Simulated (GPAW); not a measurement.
# Work function of 2H-MoS2 monolayer at several levels

Wanted: work functions and dipole of 2H-MoS2 monolayer, with the cost of each level. Where a layer proves gapped, the work function hangs on where the smearing puts the Fermi level, and the band edges take its place.

Calculated with GPAW 26.7.0; GPAW, PAW setups; layer in a repeated cell with vacuum, relaxation of atoms and in-plane cell, in the first sound run; inputs show where later runs differ.

## 1. Set-up

The cell holds 3 atoms: 2 S and 1 Mo. Its edges and angles: a = 3.180 Å, b = 3.180 Å, c = 21.263 Å, α = 90.0°, β = 90.0°, γ = 120.0°. Vacuum lies along c.

Coordinates:

```cif
data_structure
_symmetry_space_group_name_H-M 'P 1'
_symmetry_Int_Tables_number 1
_cell_length_a 3.1800
_cell_length_b 3.1800
_cell_length_c 21.2626
_cell_angle_alpha 90.000
_cell_angle_beta 90.000
_cell_angle_gamma 120.000
_cell_volume 186.21
loop_
_atom_site_label
_atom_site_type_symbol
_atom_site_fract_x
_atom_site_fract_y
_atom_site_fract_z
_atom_site_occupancy
S1 S 0.33333 0.66667 0.42328 1
Mo2 Mo 0.00000 0.00000 0.50000 1
S3 S 0.33333 0.66667 0.57672 1
```

## 2. Relaxation

Forces are removed first; all later runs use this geometry.

The input, run.py:

```python
import json
import numpy as np
from ase import Atoms
from ase.filters import FrechetCellFilter
from ase.optimize import BFGS
from gpaw import GPAW, PW

slab = Atoms(
    ['S', 'Mo', 'S'],
    positions=[
        [-0.00000, 1.83597, 9.00000],
        [0.00000, 0.00000, 10.63130],
        [-0.00000, 1.83597, 12.26260]],
    cell=[[3.18, 0.0, 0.0], [-1.59, 2.75396, 0.0], [0.0, 0.0, 21.2626]],
    pbc=[True, True, True])

slab.calc = GPAW(mode=PW(600), xc='PBE', kpts={'size': (12, 12, 1), 'gamma': True},
                 occupations={'name': 'fermi-dirac', 'width': 0.05}, nbands='160%',
                 convergence={'density': 1e-05}, maxiter=200,
                 symmetry={'tolerance': 1e-3}, txt='slab.txt')
result = {}
# The in-plane cell is free; stress needs a cell that repeats along all three vectors
path = []
opt = BFGS(FrechetCellFilter(slab, mask=[1, 1, 0, 0, 0, 1]), maxstep=0.2)
opt.attach(lambda: path.append((slab.get_potential_energy(), slab.positions.tolist(), slab.get_forces().tolist())))
result['relaxed'] = bool(opt.run(fmax=0.02, steps=45))
result['path'] = path
result['cell'] = slab.cell.tolist()
print('in-plane lattice', slab.cell.cellpar().round(4)[[0, 1, 5]])
energy = slab.get_potential_energy()
fermi = slab.calc.get_fermi_level()
v = slab.calc.get_electrostatic_potential().mean((0, 1)) - fermi
n = slab.calc.get_pseudo_density().mean((0, 1))
L = slab.cell[2, 2]
z = np.arange(len(v)) * L / len(v)
low, high = slab.positions[:, 2].min(), slab.positions[:, 2].max()
below, above = np.interp([low - 6.8, high + 6.8], z, v)
slopes = [np.interp(x, z, np.gradient(v, z)) for x in (low - 6.8, high + 6.8)]
eps = np.array([[slab.calc.get_eigenvalues(k, s) for k in range(len(slab.calc.get_ibz_k_points()))]
                for s in range(slab.calc.get_number_of_spins())]) - fermi
top, bottom = eps[eps < 0].max(), eps[eps > 0].min()
dipole = slab.get_dipole_moment()[2]
print(f'energy {energy:.4f} eV, Fermi level {fermi:.4f} eV, dipole {dipole:.5f} e A')
print(f'potential 6.8 A off the faces, from the Fermi level: lower {below:.4f} eV, upper {above:.4f} eV')
print(f'slope of the potential there: lower {slopes[0]:.5f}, upper {slopes[1]:.5f} eV/A')
print(f'nearest levels on the mesh: {top:.4f} and {bottom:.4f} eV')
print('magnetic moment', round(slab.get_magnetic_moment(), 3))
result.update(energy=energy, fermi=fermi, dipole=dipole, below=below, above=above, slopes=slopes, edges=[top, bottom],
              z=z.tolist(), v=v.tolist(), n=n.tolist(), positions=slab.positions.tolist(),
              forces=slab.get_forces(apply_constraint=False).tolist(), moments=slab.get_magnetic_moments().tolist())
json.dump(result, open('result.json', 'w'))
```

Command:

```console
$ OMP_NUM_THREADS=1 OPENBLAS_NUM_THREADS=1 python run.py
```

What it wrote:

```text
Step          Energy          fmax
BFGS:    0      -22.045334        1.126884
BFGS:    1      -22.079844        0.845540
BFGS:    2      -22.118399        0.211086
BFGS:    3      -22.119638        0.151705
BFGS:    4      -22.121297        0.083198
BFGS:    5      -22.122591        0.060316
BFGS:    6      -22.122864        0.017728
in-plane lattice [  3.184   3.184 120.   ]
energy -22.1229 eV, Fermi level -1.2414 eV, dipole 0.00001 e A
potential 6.8 A off the faces, from the Fermi level: lower 5.1042 eV, upper 5.1042 eV
slope of the potential there: lower -0.00000, upper 0.00000 eV/A
nearest levels on the mesh: -0.8485 and 0.8043 eV
magnetic moment 0.0
```

The job ended after 4.1 min (1 thread of Arm Neoverse V2, shared host; peak memory 0.33 GiB).

This step gave:

```
dipole along the normal                    : 8.18e-6 e·Å
levels nearest the Fermi level on the mesh : -0.8485, 0.8043 eV from the Fermi level
```

Electrostatic potential energy of an electron (without an applied field's), less the Fermi level, planar mean against z:

```
z (Å)  electrostatic potential energy of an electron (without an applied field's), less the Fermi level, planar mean (eV)
  0.0                                                                                                                5.10
  0.5                                                                                                                5.10
  1.0                                                                                                                5.10
  1.5                                                                                                                5.10
  2.0                                                                                                                5.10
  2.5                                                                                                                5.10
  3.0                                                                                                                5.10
  3.5                                                                                                                5.10
  4.0                                                                                                                5.10
  4.5                                                                                                                5.10
  5.0                                                                                                                5.10
  5.5                                                                                                                5.10
  6.0                                                                                                                5.10
  6.5                                                                                                                5.09
  7.0                                                                                                                5.03
  7.5                                                                                                                4.74
  8.0                                                                                                                3.33
  8.5                                                                                                               -3.09
  9.0                                                                                                               -18.6
  9.5                                                                                                               -9.31
 10.0                                                                                                               -8.76
 10.5                                                                                                               -21.8
 11.0                                                                                                               -15.7
 11.5                                                                                                               -6.35
 12.0                                                                                                               -16.1
 12.5                                                                                                               -11.3
 13.0                                                                                                                1.07
 13.5                                                                                                                4.27
 14.0                                                                                                                4.93
 14.5                                                                                                                5.07
 15.0                                                                                                                5.10
 15.5                                                                                                                5.10
 16.0                                                                                                                5.10
 16.5                                                                                                                5.10
 17.0                                                                                                                5.10
 17.5                                                                                                                5.10
 18.0                                                                                                                5.10
 18.5                                                                                                                5.10
 19.0                                                                                                                5.10
 19.5                                                                                                                5.10
 20.0                                                                                                                5.10
 20.5                                                                                                                5.10
 21.0                                                                                                                5.10
```

Pseudo valence density, planar mean against z:

```
z (Å)  pseudo valence density, planar mean (e/Å³)
    5                                      1.0e-5
    6                                      1.9e-4
    7                                     0.00415
    8                                      0.0968
    9                                       0.389
   10                                       0.556
   11                                       0.934
   12                                       0.466
   13                                       0.202
   14                                     0.00964
   15                                      4.2e-4
   16                                      2.1e-5
```

The relaxation lowered the energy of the cell by 0.0775 eV (energies extrapolated to zero smearing; the optimiser's log prints free energies). The largest force left on a free atom is 0.018 eV/Å.

## 3. The slab's potential

The work function is the vacuum plateau of the electrostatic potential less the Fermi level; a dipole layer lets the two faces have plateaus of their own.

This step: GPAW, PAW setups; slab in vacuum (GPAW 26.7.0).

The cell differs from the one that the last finished run ended in (c 21.263 → 21.129 Å).

run.py: that of step 2 with these lines changed.

```diff
@@ -3,4 +3,2 @@
 from ase import Atoms
-from ase.filters import FrechetCellFilter
-from ase.optimize import BFGS
 from gpaw import GPAW, PW
@@ -10,21 +8,14 @@
     positions=[
-        [-0.00000, 1.83597, 9.00000],
-        [0.00000, 0.00000, 10.63130],
-        [-0.00000, 1.83597, 12.26260]],
-    cell=[[3.18, 0.0, 0.0], [-1.59, 2.75396, 0.0], [0.0, 0.0, 21.2626]],
-    pbc=[True, True, True])
+        [0.00000, 1.83829, 9.00000],
+        [0.00000, -0.00000, 10.56434],
+        [0.00000, 1.83829, 12.12868]],
+    cell=[[3.18402, 0.0, 0.0], [-1.59201, 2.75744, 0.0], [0.0, 0.0, 21.1287]],
+    pbc=[True, True, False])
 
-slab.calc = GPAW(mode=PW(600), xc='PBE', kpts={'size': (12, 12, 1), 'gamma': True},
+slab.calc = GPAW(mode=PW(400), xc='PBE', kpts={'size': (12, 12, 1), 'gamma': True},
                  occupations={'name': 'fermi-dirac', 'width': 0.05}, nbands='160%',
                  convergence={'density': 1e-05}, maxiter=200,
+                 poissonsolver={'dipolelayer': 'xy'},
                  symmetry={'tolerance': 1e-3}, txt='slab.txt')
 result = {}
-# The in-plane cell is free; stress needs a cell that repeats along all three vectors
-path = []
-opt = BFGS(FrechetCellFilter(slab, mask=[1, 1, 0, 0, 0, 1]), maxstep=0.2)
-opt.attach(lambda: path.append((slab.get_potential_energy(), slab.positions.tolist(), slab.get_forces().tolist())))
-result['relaxed'] = bool(opt.run(fmax=0.02, steps=45))
-result['path'] = path
-result['cell'] = slab.cell.tolist()
-print('in-plane lattice', slab.cell.cellpar().round(4)[[0, 1, 5]])
 energy = slab.get_potential_energy()
```

What it wrote:

```text
energy -22.0738 eV, Fermi level -1.2169 eV, dipole -0.00019 e A
potential 6.8 A off the faces, from the Fermi level: lower 5.1028 eV, upper 5.1070 eV
slope of the potential there: lower -0.00001, upper 0.00001 eV/A
nearest levels on the mesh: -0.8487 and 0.8034 eV
magnetic moment 0.0
```

Wall time 19 s (1 thread); peak memory 0.19 GiB.

Numbers from this step:

```yaml
dipole_along_the_normal: -1.91e-4 e·Å
levels_nearest_the_fermi_level_on_the_mesh: -0.8487, 0.8034 eV from the Fermi level
upper_work_function: 5.107 eV
lower_work_function: 5.103 eV
upper_ionisation_energy: 5.956 eV
```

Table of electrostatic potential energy of an electron (without an applied field's), less the Fermi level, planar mean by z:

```
z (Å)  electrostatic potential energy of an electron (without an applied field's), less the Fermi level, planar mean (eV)
  0.0                                                                                                                5.10
  0.5                                                                                                                5.10
  1.0                                                                                                                5.10
  1.5                                                                                                                5.10
  2.0                                                                                                                5.10
  2.5                                                                                                                5.10
  3.0                                                                                                                5.10
  3.5                                                                                                                5.10
  4.0                                                                                                                5.10
  4.5                                                                                                                5.10
  5.0                                                                                                                5.10
  5.5                                                                                                                5.10
  6.0                                                                                                                5.10
  6.5                                                                                                                5.08
  7.0                                                                                                                5.01
  7.5                                                                                                                4.65
  8.0                                                                                                                2.90
  8.5                                                                                                               -4.84
  9.0                                                                                                               -19.0
  9.5                                                                                                               -7.98
 10.0                                                                                                               -10.2
 10.5                                                                                                               -22.6
 11.0                                                                                                               -13.7
 11.5                                                                                                               -6.59
 12.0                                                                                                               -17.7
 12.5                                                                                                               -8.85
 13.0                                                                                                                1.80
 13.5                                                                                                                4.43
 14.0                                                                                                                4.96
 14.5                                                                                                                5.08
 15.0                                                                                                                5.10
 15.5                                                                                                                5.11
 16.0                                                                                                                5.11
 16.5                                                                                                                5.11
 17.0                                                                                                                5.11
 17.5                                                                                                                5.11
 18.0                                                                                                                5.11
 18.5                                                                                                                5.11
 19.0                                                                                                                5.11
 19.5                                                                                                                5.11
 20.0                                                                                                                5.11
 20.5                                                                                                                5.11
 21.0                                                                                                                5.11
```

The pseudo valence density, planar mean by z:

```
z (Å)  pseudo valence density, planar mean (e/Å³)
    5                                      1.2e-5
    6                                      2.3e-4
    7                                     0.00532
    8                                       0.119
    9                                       0.406
   10                                       0.634
   11                                       0.785
   12                                       0.439
   13                                       0.172
   14                                     0.00770
   15                                      3.6e-4
   16                                      1.8e-5
```

The layer is gapped, so the Fermi level lies somewhere inside the gap, set by smearing and numerics, and these work functions are no property of the material; the band edges below the vacuum level are. The potential is flat to 9.3e-6 eV/Å where it is read, so the vacuum is wide enough.

[end of part 1 of 3]

[Logs are printed without paths, hosts, clocks, repeated set-up lines and the standing remarks that a program may print on its own settings, such as how far it seeks lower states.]

[Hosts, paths, dates, database ids (printed as entryN), source tags and the programs' standing remarks are cut or masked in the printed files.]
